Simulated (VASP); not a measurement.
## BaTiO3: relaxation of cell and atoms with PBE

BaTiO3:

```
CELL_PARAMETERS angstrom
4.00600 0.00000 0.00000
0.00000 4.00600 0.00000
0.00000 0.00000 4.00600
ATOMIC_POSITIONS crystal
Ba 0.50000 0.50000 0.50000
Ti 0.00000 0.00000 0.00000
O 0.50000 0.00000 0.00000
O 0.00000 0.50000 0.00000
O 0.00000 0.00000 0.50000
```

```
Program                : VASP 6.6.1
Task                   : relaxation of cell and atoms
Functional             : PBE
Potentials or basis    : VASP PAW PBE potentials, release 64 (Ba_sv, Ti_sv, O)
Cutoff                 : 600 eV
k mesh                 : 8 × 8 × 8
Occupations            : gaussian, width 0.03 eV
Spin                   : no spin polarisation
Further INCAR settings : ALGO = Normal; EDIFF = 1e-06; IBRION = 2; EDIFFG = -0.01; NSW = 90; ISIF = 3
```

```
Relaxed volume                         : 13.11 Å³/atom
Relaxed cell                           : a = 4.032 Å, b = 4.032 Å, c = 4.032 Å, α = 90.00°, β = 90.00°, γ = 90.00°
Space group after relaxing (to 0.05 Å) : Pm-3m (No. 221)
Energy gained by relaxing              : 2.5 meV/atom
Ionic steps                            : 3
Pressure after relaxing                : 0.0 GPa
Band gap on the k mesh                 : 1.70 eV, indirect (least direct gap 1.87 eV)
```

The path:
```csv
step,energy change (eV),largest force (eV/Å),pressure (GPa),volume (Å³)
1,0.0000,0.0000,3.27,64.29
2,-0.0016,0.0000,-2.84,66.76
3,-0.0125,0.0000,0.00,65.55
```

Final structure:
```xyz
5
Lattice="4.0320 0.0000 0.0000 0.0000 4.0320 0.0000 0.0000 0.0000 4.0320" Properties=species:S:1:pos:R:3 pbc="T T T"
Ba    2.0160    2.0160    2.0160
Ti    0.0000    0.0000    0.0000
O     2.0160    0.0000    0.0000
O     0.0000    2.0160    0.0000
O     0.0000    0.0000    2.0160
```

Levels at points of the mesh, in eV from the valence-band top:
```tsv
k point	band 17	band 18	band 19	band 20	band 21	band 22	band 23	band 24
(0.00, 0.00, 0.00)	-1.06	-0.17	-0.17	-0.17	1.70	1.70	1.70	3.75
(0.50, 0.00, 0.00)	-1.80	-1.80	-0.71	-0.71	1.85	3.38	3.38	3.76
(0.50, 0.50, 0.00)	-1.73	-0.88	-0.88	-0.09	3.38	3.38	3.79	4.58
(0.50, 0.50, 0.50)	-2.41	0.00	0.00	0.00	4.02	4.02	4.02	6.63
```

It took 78 s on 1 thread of AMD EPYC 9R45 96-Core Processor (Zen 5) (shared host), peak memory 0.2 GiB.

Caveat: spin-orbit coupling is left out, which moves the levels of the heavy elements. A k mesh can miss the band edges.
